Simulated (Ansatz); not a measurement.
**InN, response to strain**

The reference is InN in the wurtzite structure (space group P6_3mc, No. 186; a = 3.547 Å, c = 5.723 Å). Axes: x lies along a and z along c of the hexagonal cell.

Strains are applied to the cell and any free atomic positions relax; under stress the whole cell relaxes.

Level of theory: Ansatz (a program for electronic structure), r2SCAN, PAW, cutoff 500 eV, spin-orbit coupling left out.

Candidates:
(a) isotropic strain +0.59 %
(b) tensor shear ε_xy = −0.84 %
(c) uniaxial stress, 8 GPa compression along z
(d) isotropic strain −2.63 %

Notes on the quantities. energy relative to the base: free energy F.

Task: Order them by energy relative to the base, lowest first.

Result: (b) tensor shear ε_xy = −0.84 % (+0.8 meV/atom), (a) isotropic strain +0.59 % (+2.1 meV/atom), (c) uniaxial stress, 8 GPa compression along z (+24 meV/atom), (d) isotropic strain −2.63 % (+47 meV/atom)

Beyond what the load breaks, stability against distortions was not tested. The final runs are not spin-polarised.
